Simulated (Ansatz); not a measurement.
GaN: pressure against volume

GaN, F-43m, a = 4.548 Å. This isn't the usual stable structure of the compound. Ansatz: PBE, PAW, 420 eV, Γ-centred 10×10×10 mesh on 2 atoms, Gaussian smearing 0.02 eV; no spin polarisation. Symmetry fixes shape and atoms, so the cell is only scaled; pressure is positive in compression.

| V (Å³/atom) | P (GPa) |
| --- | --- |
| 10.351 | ? |
| 10.704 | 19.98 |
| 11.057 | 12.21 |
| 11.410 | 5.61 |
| 11.763 | 0.00 |
| 12.116 | -4.76 |
| 12.468 | -8.80 |
| 12.939 | -13.24 |

Q: Take V0 = 11.763 Å³/atom, fit the third-order Birch–Murnaghan form to the other rows, and predict the missing pressure.

A: With the Eulerian strain f = ½[(V0/V)^(2/3) − 1] and y = P/[3f(1 + 2f)^(5/2)], the form is the line y = B0 + 1.5 B0 (B0′ − 4) f. Rows (f, y): 0.03246, 175.3; 0.02106, 174.3; 0.01026, 173.2; -0.00976, 170.8; -0.01903, 169.8; -0.03077, 168.1. Means f = 0.0007033, y = 171.92; Σ(Δf)² = 0.003004, ΣΔfΔy = 0.3418; the slope is their ratio. y = 171.8 + 113.8 f GPa, so B0 = 171.8 GPa and B0′ = 4 + 2 × (113.8)/(3 × 171.8) = 4.44. At V = 10.351, f = 0.04449, y = 176.86 and P = 29.21 GPa. The run gave 29.13 GPa, so the fit is 0.08 GPa too high, a small miss on the scale of the series.